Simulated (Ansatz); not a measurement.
# SiO2 (I4/mmm) by several functionals

All numbers come from the plane-wave code Ansatz. No spin polarisation and no zero-point or thermal motion.

A 12-atom cell of SiO2 (I4/mmm) from a materials database, relaxed with r2SCAN. It is tetragonal, I4/mmm (No. 139); a = 8.939 Å, c = 5.231 Å in the conventional setting, 17.42 Å³ an atom. Around Si lie 4 O at 1.60–1.61 Å; around O lie 2 Si at 1.60 Å; around O lie 2 Si at 1.61 Å.

```
CELL_PARAMETERS angstrom
-4.46948 4.46948 2.61543
4.46948 -4.46948 2.61543
4.46948 4.46948 -2.61543
ATOMIC_POSITIONS crystal
Si 0.17696 0.17696 0.35391
Si 0.82304 0.17696 0.00000
Si 0.17696 0.82304 0.00000
Si 0.82304 0.82304 0.64609
O 0.50000 0.50000 0.50000
O 0.00000 0.50000 0.00000
O 0.50000 0.00000 0.00000
O 0.00000 0.00000 0.50000
O 0.00000 0.20883 0.20883
O 0.79117 0.00000 0.79117
O 0.20883 0.00000 0.20883
O 0.00000 0.79117 0.79117
```

Band edges at fixed r2SCAN geometry:
```csv
level,k mesh,gap (eV),kind,edges,least direct gap (eV)
PBE,6×6×6,5.45,indirect,M → Γ,5.46
r2SCAN,6×6×6,6.08,indirect,M → Γ,6.08
HSE06,4×4×4,7.14,indirect,M–Γ (0.02) → Γ,7.15
PBE0,4×4×4,7.91,indirect,M → Γ,7.91
```
PBE: smearing of 0.02 eV; the others have fixed occupations.
Wave cutoffs: 420 eV, 500 eV (r2SCAN).
Points off the special ones are mesh points or PBE's searched band edges, reused at the other levels.

With HSE06 the valence top lies at M–Γ (0.02 of the way from M) and the conduction bottom at Γ, 7.14 eV higher; the smallest vertical gap, at Γ, is 7.15 eV. Least and direct gap differ so little that the kind isn't settled.

r2SCAN covers 37 % of the step from PBE to HSE06. Direct and least gap lie within 0.04 eV at some levels, so the kind of gap isn't settled.

r2SCAN (ground state on 6×6×6): The clamped-ion dielectric constant comes out as 1.97 along all three axes, to this precision. Born charges, averaged over directions: Si +3.42, O -1.73 to -1.69 e. The program notes that the ground state's band table doesn't vouch for all the bands that the response reads.

On the PBEsol cell (a = 8.972 Å, c = 5.251 Å), with PBEsol: 3 optical levels at Γ are imaginary (81i, 72i, 55i cm⁻¹, printed negative): the cell isn't a minimum and would distort. ε∞: 2.05 along x and y, 2.06 along z. Born charges, averaged over directions: Si +3.42, O -1.74 to -1.69 e. The program notes that the ground state's band table doesn't vouch for all the bands that the response reads.

For some runs the program warns that the potential is rough where the density is thin, which bears on empty states near the vacuum.
